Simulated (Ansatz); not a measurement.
# In: single point with PBEsol

In:

```
In
1.0
     3.33548    0.00000    0.00000
    -1.66774    2.88861    0.00000
     0.00000    0.00000    5.50914
In
2
Direct
  0.66667 0.33333 0.75000
  0.33333 0.66667 0.25000
```

This isn't the form of In at room conditions, which is tetragonal.

* Program: Ansatz 0.2.0
* Task: single point
* Functional: PBEsol
* Potentials or basis: all-electron LAPW, scalar-relativistic
* Cutoff: 168 eV (chosen from the basis error)
* Basis error allowed: 0.001 eV/atom
* k mesh: 9 × 9 × 5
* Occupations: gaussian, width 0.02 eV
* Spin: no spin polarisation

The pressure is -1.5 GPa.

Stress tensor (GPa, compression positive):
```
-1.01  0.00  0.00
 0.00 -1.01  0.00
 0.00  0.00 -2.57
```

Levels at points of the mesh, in eV from the Fermi level:
```
           k point  band 18  band 19  band 20  band 21  band 22  band 23  band 24  band 25
(0.00, 0.00, 0.00)   -14.31    -9.54    -4.52    -3.44     8.29     8.29    10.11    10.11
```

It took 12 s on 1 thread of Arm Neoverse N1, on a shared host, peak memory 0.28 GiB.
